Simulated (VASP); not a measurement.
**InSb in VASP 6.6.1, single-point calculation**

INCAR

```
NBANDS = 10
GGA = PE
ENCUT = 520
LWAVE = .FALSE.
EDIFF = 1E-7
AMIX = 0.1
IMIX = 1
IBRION = -1
LCHARG = .FALSE.
NSW = 0
ISIF = 2
PREC = Accurate
LASPH = .TRUE.
SIGMA = 0.02
ISMEAR = -1
LREAL = .FALSE.
NELM = 120
```

KPOINTS

```
KPOINTS created by Atomic Simulation Environment
0
Gamma
6 6 6
0 0 0
```

POSCAR

```
In Sb
 1.0000000000000000
     0.0000000000000000    3.3874089927000002    3.2795130145000000
     3.3874089927000002    0.0000000000000000    3.2795130145000000
     3.3874089927000002    3.3874089927000002    0.0000000000000000
 In  Sb
   1   1
Cartesian
  0.0000000000000000  0.0000000000000000  0.0000000000000000
  1.6937044963499999  1.6937044963499999  1.6397565072500000
```

The recommended PBE PAW datasets give the neutral cell 18 valence electrons.

Command

```
mpirun -np 1 vasp_std
```

OSZICAR

```
N       E                     dE             d eps       ncg     rms          rms(c)
DAV:   1     0.109714866260E+03    0.10971E+03   -0.80282E+03   600   0.175E+03
DAV:   2     0.237738405123E+01   -0.10734E+03   -0.10646E+03   612   0.349E+02
DAV:   3    -0.665413294130E+01   -0.90315E+01   -0.85834E+01   684   0.107E+02
DAV:   4    -0.700340651994E+01   -0.34927E+00   -0.34866E+00   722   0.238E+01
DAV:   5    -0.701664824214E+01   -0.13242E-01   -0.13232E-01   790   0.406E+00    0.354E+00
DAV:   6    -0.698639001069E+01    0.30258E-01   -0.18958E-02   764   0.224E+00    0.317E+00
DAV:   7    -0.696556315288E+01    0.20827E-01   -0.11170E-02   704   0.172E+00    0.282E+00
DAV:   8    -0.695149244864E+01    0.14071E-01   -0.68775E-03   694   0.135E+00    0.252E+00
DAV:   9    -0.694189641393E+01    0.95960E-02   -0.43739E-03   706   0.107E+00    0.225E+00
DAV:  10    -0.693530784713E+01    0.65886E-02   -0.29560E-03   714   0.853E-01    0.201E+00
...
DAV:  76    -0.692208401902E+01   -0.28003E-06   -0.21063E-08   306   0.112E-03    0.302E-03
DAV:  77    -0.692208426352E+01   -0.24450E-06   -0.18448E-08   302   0.103E-03    0.277E-03
DAV:  78    -0.692208447689E+01   -0.21336E-06   -0.16130E-08   304   0.976E-04    0.255E-03
DAV:  79    -0.692208466395E+01   -0.18707E-06   -0.14108E-08   306   0.891E-04    0.234E-03
DAV:  80    -0.692208482706E+01   -0.16310E-06   -0.12322E-08   300   0.848E-04    0.215E-03
DAV:  81    -0.692208496873E+01   -0.14167E-06   -0.10780E-08   300   0.774E-04    0.198E-03
DAV:  82    -0.692208509305E+01   -0.12432E-06   -0.94089E-09   300   0.736E-04    0.182E-03
DAV:  83    -0.692208520123E+01   -0.10818E-06   -0.82277E-09   300   0.671E-04    0.167E-03
DAV:  84    -0.692208529524E+01   -0.94014E-07   -0.71863E-09   300   0.639E-04
   1 F= -.69220853E+01 E0= -.69220495E+01  d E =-.716067E-04
```

Standard output (part)

```
POSCAR found type information on POSCAR InSb
 POSCAR found :  2 types and       2 ions
 LDA part: xc-table for (Slater+PW92), standard interpolation
 POSCAR, INCAR and KPOINTS ok, starting setup
 WAVECAR not read
 entering main loop
|     Your highest band is occupied at some k-points! Unless you are          |
|     performing a calculation for an insulator or semiconductor, without     |
|     unoccupied bands, you have included TOO FEW BANDS!! Please increase     |
|     the parameter NBANDS in file INCAR to ensure that the highest band      |
|     is unoccupied at all k-points. It is always recommended to include      |
|     a few unoccupied bands to accelerate the convergence of                 |
|     molecular-dynamics runs (even for insulators or semiconductors),        |
|     since the presence of unoccupied bands improves wavefunction            |
|     prediction and helps to suppress 'band-crossings'.                      |
```

From OUTCAR

```
k-points           NKPTS =     30   k-points in BZ     NKDIM =     30   number of bands    NBANDS=     10

   NELECT =      18.0000    total number of electrons

   dimension x,y,z NGX =    36 NGY =   36 NGZ =   36
   dimension x,y,z NGXF=    72 NGYF=   72 NGZF=   72

  energy-cutoff  :      520.00
  volume of cell :       75.26
      direct lattice vectors                 reciprocal lattice vectors
     0.000000000  3.387408993  3.279513014    -0.147605442  0.147605442  0.152461661
     3.387408993  0.000000000  3.279513014     0.147605442 -0.147605442  0.152461661
     3.387408993  3.387408993  0.000000000     0.147605442  0.147605442 -0.152461661

 k-points in reciprocal lattice and weights: KPOINTS created by Atomic Simulation Env
   0.00000000  0.00000000  0.00000000       0.005
   0.16666667  0.00000000  0.00000000       0.037
   0.33333333  0.00000000  0.00000000       0.037
   0.50000000  0.00000000  0.00000000       0.019
   0.16666667  0.16666667  0.00000000       0.009
   0.33333333  0.16666667  0.00000000       0.037
   0.50000000  0.16666667  0.00000000       0.037
  -0.33333333  0.16666667  0.00000000       0.037
   ...

 E-fermi :   4.1281

 k-point     1 :       0.0000    0.0000    0.0000
  band No.  band energies     occupation
      1     -10.3329      2.00000
      2     -10.3329      2.00000
      3     -10.3262      2.00000
      4     -10.2744      2.00000
      5     -10.2679      2.00000
      6      -6.0177      2.00000
      7       3.3369      2.00000
      8       4.0518      1.95683
      9       4.0518      1.95683
     10       4.1900      0.08640

 k-point     2 :       0.1667    0.0000    0.0000
  band No.  band energies     occupation
      1     -10.3388      2.00000
      2     -10.3292      2.00000
      3     -10.3244      2.00000
      4     -10.2747      2.00000
      5     -10.2678      2.00000
      6      -5.8054      2.00000
      7       1.6111      2.00000
      8       3.7579      2.00000
      9       3.8772      1.99999
     10       4.8151      0.00000

 k-point     3 :       0.3333    0.0000    0.0000
  band No.  band energies     occupation
      1     -10.3535      2.00000
      2     -10.3226      2.00000
      3     -10.3186      2.00000
      4     -10.2745      2.00000
      5     -10.2667      2.00000
      6      -5.2676      2.00000
      7      -0.2423      2.00000
      8       3.3220      2.00000
      9       3.4844      2.00000
     10       4.6075      0.00000

 k-point     4 :       0.5000    0.0000    0.0000
  band No.  band energies     occupation
      1     -10.3609      2.00000
      2     -10.3199      2.00000
      3     -10.3160      2.00000
      4     -10.2738      2.00000
      5     -10.2656      2.00000
      6      -4.8924      2.00000
      7      -1.0850      2.00000
      8       3.1465      2.00000
      9       3.3271      2.00000
     10       4.4584      0.00000

 k-point     5 :       0.1667    0.1667    0.0000
  band No.  band energies     occupation
      1     -10.3412      2.00000
      2     -10.3255      2.00000
      3     -10.3255      2.00000
      4     -10.2774      2.00000
      5     -10.2660      2.00000
      6      -5.7235      2.00000
      7       1.5430      2.00000
      8       3.3146      2.00000
      9       3.3146      2.00000
     10       5.6360      0.00000

 ...

  Total       -0.5924539     -0.5924539     -0.2373221      0.0000000     -0.0000000      0.0000000
  in kB      -12.6121901    -12.6121901     -5.0521255      0.0000000     -0.0000000      0.0000000
  external PRESSURE =     -10.0921686 kB  Pullay stress =       0.0000000 kB

 POSITION                                       TOTAL-FORCE (eV/Angst)
 -----------------------------------------------------------------------------------
      0.00000      0.00000      0.00000         0.000000      0.000000      0.000000
      1.69370      1.69370      1.63976        -0.000000      0.000000     -0.000000
 -----------------------------------------------------------------------------------
    total drift:                               -0.000000     -0.000000     -0.000001

  FREE ENERGIE OF THE ION-ELECTRON SYSTEM (eV)
  ---------------------------------------------------
  free  energy   TOTEN  =        -6.9220852952 eV

  energy  without entropy=       -6.9220136885  energy(sigma->0) =       -6.92204949
```

It converged. Results: gap between bands v and c on the k mesh 0.14 eV; least direct gap on the k mesh 0.14 eV; pressure -1.0 GPa. Band v is the last that the valence electrons fill when counted band by band, and c is the next.

For comparison, a separate PBE run of the intended cell, on usual settings and not on those above, gives a gap of 0.14 eV on its mesh and a pressure of -1.0 GPa.

The run above took about 2.2 min on one core of a shared host (Intel Xeon Platinum 8488C) and held 0.21 GiB at most.
